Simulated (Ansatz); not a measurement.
The cell was built from the sc type and relaxed in the same program, and has space group Pm-3m; it needn't be a known or the stable phase.

An input for Al: DFT, LDA, PAW with Ansatz's default frozen-core files, scalar-relativistic (Ansatz 0.2.0). The PAW files were made with PBE; their cores are remade for this functional.

```yaml
crystal:
  lattice:
    - [2.7215709975, 0.0, 0.0]
    - [0.0, 2.7215709975, 0.0]
    - [0.0, 0.0, 2.7215709975]
  atoms:
    - { symbol: Al, position: [0.0, 0.0, 0.0] }
kpoints:
  mp_grid: { grid: [15, 15, 15] }
  band_path:
    path:
      - [0.0, 0.0, 0.0]
      - [0.0, 0.5, 0.0]
      - [0.5, 0.5, 0.0]
      - [0.0, 0.0, 0.0]
      - [0.5, 0.5, 0.5]
      - [0.0, 0.5, 0.0]
      - [0.5, 0.5, 0.5]
      - [0.5, 0.5, 0.0]
    npoints: 5
scf:
  occupations: { method: fermi_dirac, width: 0.05 }
hamiltonian:
  xc: lda
  pseudopotentials: { kind: paw }
output:
  forces: true
  stress: true
  eigenvalues: true
  efg: { contact_densities: true }
```

The results part of the log:

```
SCF 1 converged in 6 iterations: F = -512.488153 eV  dr2 = 3.06e-13
  greatest PAW one-centre occupation: 0.491 electrons in one spin orbital (limit 2), on the Al atom at site 0 (counted from 0), in its partial waves of l = 0
NSCF: frozen V_eff on 36 k-points
SCF converged after 6 iterations
Free energy (F): -512.488153 eV
Harris-Foulkes:  -512.488153 eV  (|F-HF|=0.00e0)
Internal energy: -512.485424 eV  (E = F + TS)
E sigma→0 (E₀):  -512.486788 eV
Entropy (-TS):   -0.002729 eV (-2.729 meV/atom)
Fermi energy:    5.389303 eV
--- Per-component energies (eV) ---
  E_band       = 5.097396
  E_kinetic    = 20.983423
  E_local      = 3.660782  (includes V_loc(G=0)·N_el)
  E_nonlocal   = 11.507058
  E_hartree    = 0.466261
  E_xc         = -38.338320
  E_vxc        = -27.974904  (∫ρ·V_xc dr)
  E_paw        = -443.266582  (= ΣΔE_a)
  E_vpaw       = -4.011481  (= ΣTr[D̂ρ^β])
  E_aug_tail   = -0.000004  (compensation charges beyond the density's cutoff)
  E_ewald      = -67.553759
  E_core_change = 0.055717  (= ΣΔE_core)
  E_smearing   = -0.002729  (= −TS)
  E_closure    = 0.000000  (closes the sum)
  Σ components = -512.488153   (vs F -512.488153, Δ=0.00e0)
--- Forces (eV/Å), atoms counted from 1 ---
  atom   1  Al     0.00000000    -0.00000000    -0.00000000
  max |Σ_I F_I| component: 8.22e-33 eV/Å
--- Stress (GPa, compression-positive) ---
       -2.463549      -0.000000       0.000000
       -0.000000      -2.463549      -0.000000
        0.000000       0.000000      -2.463549
  P = ⅓ Tr σ = -2.4635 GPa (-24.635 kbar)
--- PAW observables at the nuclei: V_zz in 10²¹ V/m², potentials from the cell's mean, atoms counted from 1 ---
  atom   1  Al V_zz =    -0.000000   η = 0.0000   by run symmetry: forbidden
            electrostatic potential = -1227.446830 V   contact ρ = 9990.069755 e/Å³
--- Band table (eV; the first three rows and the last of 120) ---
  k-point 0: bands = ["-4.1081", "13.3615", "13.3615", "14.4567", "14.4567", "14.4567"]
  k-point 1: bands = ["-4.0206", "11.8676", "13.4340", "14.5293", "14.5293", "15.7771"]
  k-point 2: bands = ["-3.7586", "9.9193", "13.6483", "14.7466", "14.7466", "17.1747"]
  k-point 119: bands = ["7.5894", "8.1697", "8.1697", "11.1241", "11.2199", "11.2199"]
```
